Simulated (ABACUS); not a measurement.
# SnSe (Fm-3m) in ABACUS: a series of runs, part 2 of 2

ABACUS 3.10.1. The steps go on from the part before.

**4. Single point, PBE**

INPUT reads:

```
INPUT_PARAMETERS
suffix              SnSe
calculation         scf
basis_type          lcao
pseudo_dir          ./
orbital_dir         ./
symmetry            1
dft_functional      pbe
ecutwfc             100
pseudo_rcut         10
nspin               1
nbands              18
ks_solver           genelpa
smearing_method     fd
smearing_sigma      0.00367493
scf_thr             1e-07
scf_nmax            100
mixing_type         broyden
mixing_beta         0.7
cal_force           1
cal_stress          1
out_mul             1
```

STRU reads:

```
ATOMIC_SPECIES
Sn 118.7100 Sn.upf
Se 78.9710 Se.upf

NUMERICAL_ORBITAL
Sn_confined-atom_8au_1s1p1d.orb
Se_confined-atom_7au_1s1p1d.orb

LATTICE_CONSTANT
1.8897261246

LATTICE_VECTORS
0.0000000000 3.0100000000 3.0100000000
3.0100000000 0.0000000000 3.0100000000
3.0100000000 3.0100000000 0.0000000000

ATOMIC_POSITIONS
Direct

Sn
0.0
1
0.0000000000 0.0000000000 0.0000000000 1 1 1

Se
0.0
1
0.5000000000 0.5000000000 0.5000000000 1 1 1
```

KPT reads:

```
K_POINTS
0
Gamma
8 8 8 0 0 0
```

Potentials or basis: PseudoDojo NC SR 0.4.1 PBE standard, SZ LCAO (the cutoffs set its grid).

Started as:

```
$ OMP_NUM_THREADS=1 mpirun -np 4 abacus > log
```

running log:

```text
ABACUS v3.10.1

               Atomic-orbital Based Ab-initio Computation at UStc

 ------------------------------------------------------------------------------------

 READING GENERAL INFORMATION
                           global_out_dir = OUT.SnSe/
                           global_in_card = INPUT
                               pseudo_dir = ./
                              orbital_dir = ./
                                    DSIZE = 4
                                    GSIZE = 1

 READING UNITCELL INFORMATION
                                    ntype = 2
                  lattice constant (Bohr) = 1.88973
              lattice constant (Angstrom) = 1

 READING ATOM TYPE 1
                               atom label = Sn
                      L=0, number of zeta = 1
                      L=1, number of zeta = 1
                      L=2, number of zeta = 1
             number of atom for this type = 1

 READING ATOM TYPE 2
                               atom label = Se
                      L=0, number of zeta = 1
                      L=1, number of zeta = 1
                      L=2, number of zeta = 1
             number of atom for this type = 1

                        TOTAL ATOM NUMBER = 2
DIRECT COORDINATES
    atom                   x                   y                   z     mag                  vx                  vy                  vz
taud_Sn1            0.0000000000        0.0000000000        0.0000000000  0.0000        0.0000000000        0.0000000000        0.0000000000
taud_Se1            0.5000000000        0.5000000000        0.5000000000  0.0000        0.0000000000        0.0000000000        0.0000000000

                          Volume (Bohr^3) = 368.066
                             Volume (A^3) = 54.5417

 Lattice vectors: (Cartesian coordinate: in unit of a_0)
                   +0               +3.01               +3.01
                +3.01                  +0               +3.01
                +3.01               +3.01                  +0
 Reciprocal vectors: (Cartesian coordinate: in unit of 2 pi/a_0)
            -0.166113           +0.166113           +0.166113
            +0.166113           -0.166113           +0.166113
            +0.166113           +0.166113           -0.166113
 The esolver type has been set to : ksdft_lcao

                PAO radial cut off (Bohr) = 10

 Read in pseudopotential file is Sn.upf
                     pseudopotential type = NC
          exchange-correlation functional = PBE
                 nonlocal core correction = 1
                        valence electrons = 14
                                     lmax = 2
                           number of zeta = 3
                     number of projectors = 6
                           L of projector = 0
[... 5 lines left out ...]
                PAO radial cut off (Bohr) = 10

 Read in pseudopotential file is Se.upf
                     pseudopotential type = NC
          exchange-correlation functional = PBE
                 nonlocal core correction = 1
                        valence electrons = 16
                                     lmax = 2
                           number of zeta = 3
                     number of projectors = 6
                           L of projector = 0
                           L of projector = 0
                           L of projector = 1
                           L of projector = 1
                           L of projector = 2
                           L of projector = 2
     initial pseudo atomic orbital number = 18

 SETUP THE ELECTRONS NUMBER
            electron number of element Sn = 14
      total electron number of element Sn = 14
            electron number of element Se = 16
      total electron number of element Se = 16
            AUTOSET number of electrons:  = 30
[... 121 lines left out ...]

                               nkstot now = 29
[... K-POINTS DIRECT COORDINATES: 29 rows ...]

           k-point number in this process = 29
       minimum distributed K point number = 29
[... stars of the k points ...]

[... K-POINTS CARTESIAN COORDINATES: 29 rows ...]

[... K-POINTS DIRECT COORDINATES: 29 rows ...]

 SETUP PLANE WAVES FOR WAVE FUNCTIONS
     energy cutoff for wavefunc (unit:Ry) = 100
              fft grid for wave functions = [ 54, 54, 54 ]
                    number of plane waves = 7799
                         number of sticks = 511

 PARALLEL PW FOR WAVE FUNCTIONS
     PROC   COLUMNS(POT)             PW
        1            128           1950
        2            128           1951
        3            128           1951
        4            127           1947
 --------------- sum -------------------
        4            511           7799

 SET NONLOCAL PSEUDOPOTENTIAL PROJECTORS
 SET NONLOCAL PSEUDOPOTENTIAL PROJECTORS
 max number of nonlocal projetors among all species is 6

 -------------------------------------------
 SELF-CONSISTENT
 -------------------------------------------

 SETUP SEARCHING RADIUS FOR PROGRAM TO SEARCH ADJACENT ATOMS
                  longest orb rcut (Bohr) = 8
   longest nonlocal projector rcut (Bohr) = 2.66
                     search radius (Bohr) = 21.3
              searching radius is (Bohr)) = 21.3
         searching radius unit is (Bohr)) = 1.89
                         PeriodicBoundary = 1
                        Radius(unit:lat0) = 11.3
                                   glayer = [ 5, 5, 5 ]
                             glayer_minus = [ 4, 4, 4 ]

Find the coordinate range of the input atom(unit:lat0).
                                  min_tau = [ -24.1, -24.1, -24.1 ]
                                  max_tau = [ 27.1, 27.1, 27.1 ]
                                BoxNumber = [ 9, 9, 9 ]

 SETUP EXTENDED REAL SPACE GRID FOR GRID INTEGRATION
                          real space grid = [ 54, 54, 54 ]
                 big cell numbers in grid = [ 27, 27, 27 ]
             meshcell numbers in big cell = [ 2, 2, 2 ]
                        extended fft grid = [ 33, 33, 33 ]
                dimension of extened grid = [ 94, 94, 94 ]
                            UnitCellTotal = 125
              Atom number in sub-FFT-grid = 2
    Local orbitals number in sub-FFT-grid = 18
                                ParaV.nnr = 4935
                                 init_chg = atomic

 LCAO ALGORITHM --------------- ION=   1  ELEC=   1--------------------------------

 Density error is 0.036617379578
----------------------------------------------------------
     Energy           Rydberg                 eV
----------------------------------------------------------
 E_KohnSham     -400.0703835514      -5443.2368173445
 E_Harris       -397.9503757420      -5414.3926313324
 E_Fermi        0.7387627122         10.0513823556
----------------------------------------------------------
[... 69 lines left out ...]
 Density error is 5.91542233512e-08
----------------------------------------------------------
     Energy           Rydberg                 eV
----------------------------------------------------------
 E_KohnSham     -400.0878433064      -5443.4743694978
 E_KS(sigma->0) -400.0878397252      -5443.4743207737
 E_Harris       -400.0878398086      -5443.4743219088
 E_band         -33.4440009156       -455.0289763697
 E_one_elec     -190.6646901322      -2594.1261932017
 E_Hartree      108.2134765405       1472.3198813402
 E_xc           -92.5554040350       -1259.2808755676
 E_Ewald        -225.0812185175      -3062.3870846205
 E_entropy(-TS) -0.0000071623        -0.0000974482
 E_descf        0.0000000000         0.0000000000
 E_exx          0.0000000000         0.0000000000
 E_Fermi        0.7571476590         10.3015223896
----------------------------------------------------------

 charge density convergence is achieved
 final etot is -5443.4743695 eV
 EFERMI = 10.30152239 eV

 STATE ENERGY(eV) AND OCCUPATIONS    NSPIN == 1
 1/29 kpoint (Cartesian) = 0.0000 0.0000 0.0000 (1544 pws)
       1       -37.5182     0.00390625
       2       -37.5182     0.00390625
       3       -37.5102     0.00390625
       4       -37.5102     0.00390625
       5       -37.5102     0.00390625
       6       -12.0901     0.00390625
[... 98 lines left out ...]
       5       -37.5102      0.0234375
       6       -12.0937      0.0234375
[... 10 lines left out ...]
      17        14.0555    5.79345e-35
      18        14.0555    5.79345e-35

[... levels at 23 further k points ...]

 correction force for each atom along direction 1 is 8.20254e-14
 correction force for each atom along direction 2 is -1.34640e-14
 correction force for each atom along direction 3 is -1.07569e-13
------------------------------------------------------------------------------------------
 TOTAL-FORCE (eV/Angstrom)
------------------------------------------------------------------------------------------
                       Sn1         0.0000000000         0.0000000000         0.0000000000
                       Se1         0.0000000000         0.0000000000         0.0000000000
------------------------------------------------------------------------------------------

----------------------------------------------------------------
 TOTAL-STRESS (KBAR)
----------------------------------------------------------------
        61.8596151346         0.0000000000         0.0000000000
        -0.0000000000        61.8596151346         0.0000000000
        -0.0000000000         0.0000000000        61.8596151346
----------------------------------------------------------------
 TOTAL-PRESSURE: 61.859615 KBAR

 --------------------------------------------
 !FINAL_ETOT_IS -5443.4743694977723862 eV
 --------------------------------------------
```

Wall time 3.1 s (4 MPI ranks of AMD EPYC 7B13 (Zen 3), shared host); peak memory 0.44 GiB.

These settings aren't checked as converged: the numbers below hold their error.

What came out:

```yaml
Free_energy: -5443.4744 eV
Pressure: 6.2 GPa
Band_gap_on_the_k_mesh: 0.47 eV, direct
Mulliken_charges: Sn +0.34; Se -0.34 e
```

Caveat: the atomic orbitals were generated for these runs and aren't a published set; Mulliken charges move with the basis; spin-orbit coupling is left out, which moves the levels of the heavy elements; the basis of atomic orbitals isn't converged, which shifts pressures, moduli and gaps.
